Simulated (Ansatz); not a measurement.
Crystal: PbS.

```
Pb S
1.0
     2.07995   -5.99130    0.00000
     2.07995    5.99130    0.00000
     0.00000    0.00000    4.27932
Pb S
2 2
Direct
  0.13056 0.86944 0.25000
  0.86944 0.13056 0.75000
  0.35480 0.64520 0.25000
  0.64520 0.35480 0.75000
```

Measurements of this composition are mostly on another form, of space group No. 225.

Base run:

- Program: Ansatz 0.2.0
- Functional: PBEsol
- Potentials or basis: all-electron LAPW, scalar-relativistic
- Cutoff: 202 eV (chosen from the basis error)
- Basis error allowed: 0.002 eV/atom
- k mesh: 7 × 7 × 6
- Occupations: fermi-dirac, width 0.05 eV
- Spin: no spin polarisation

Its results: band gap on the k mesh 1.16 eV, indirect (least direct gap 1.34 eV); pressure -1.9 GPa; largest force 0.034 eV/Å.

The run is repeated on the same cell with these changes: functional from PBEsol to LDA. What comes out?

Band gap on the k mesh 1.11 eV, indirect (least direct gap 1.29 eV); pressure -3.5 GPa; largest force 0.113 eV/Å.

LDA binds more tightly than PBEsol, so the same cell stands under less pressure.

Caveats: spin-orbit coupling is left out, which as a rule narrows the gap of such compounds by several tenths of an eV.
